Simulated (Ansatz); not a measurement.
# Al3Sb2P: the cost of one run

The runs shown are made with Ansatz 0.2.0. PAW datasets, plane waves, zero pressure. The calculation is spin-unpolarised, and the structure need not be a phase that has been made.

## 1. Starting point

This is the cell as the run starts from it, not yet at rest; its lengths are not the crystal's.

Space group P3m1 (No. 156), trigonal; a = 4.000 Å, c = 9.798 Å in the conventional setting, 22.63 Å³ an atom. P has 4 Al at 2.45 Å; Sb has 4 Al at 2.45 Å; Al has 3 P at 2.45 Å and 1 Sb at 2.45 Å; Al has 4 Sb at 2.45 Å.

Structure file:

```xyz
6
Lattice="4.0001 0.0000 0.0000 -2.0000 3.4642 0.0000 0.0000 0.0000 9.7981" Properties=species:S:1:pos:R:3 pbc="T T T"
P     0.0000    0.0000    0.0000
Sb    0.0000    2.3094    3.2660
Sb    2.0000    1.1547    6.5321
Al    0.0000    2.3094    0.8165
Al    2.0000    1.1547    4.0826
Al    0.0000    0.0000    7.3486
```

## 2. Relaxing with PBE

Input file input.yaml:

```yaml
crystal:
  lattice:
    - [4.0000711831, 0.0, 0.0]
    - [-2.0000355915, 3.4641632615, 0.0]
    - [0.0, 0.0, 9.7981333333]
  atoms:
    - { symbol: P, position: [0.0, 0.0, 0.0] }
    - { symbol: Sb, position: [0.3333333333, 0.6666666667, 0.3333333333] }
    - { symbol: Sb, position: [0.6666666667, 0.3333333333, 0.6666666667] }
    - { symbol: Al, position: [0.3333333333, 0.6666666667, 0.0833333333] }
    - { symbol: Al, position: [0.6666666667, 0.3333333333, 0.4166666667] }
    - { symbol: Al, position: [0.0, 0.0, 0.75] }
kpoints:
  mp_grid: { grid: [6, 6, 2] }
hamiltonian:
  xc: pbe
scf:
  occupations: { method: fermi_dirac, width: 0.02 }
relax:
  f_tol: 0.005
  cell: {}
```

The run is started by

```sh
$ ansatz run input.yaml --threads 4 --pin off --max-ram 6451MiB --backend cpu --events-out ev --progress --plain --runs-dir out
```

Q: Estimate wall time and peak memory on 4 threads of Arm Neoverse V2, shared host.

About 11 s, with a peak of 0.43 GiB.
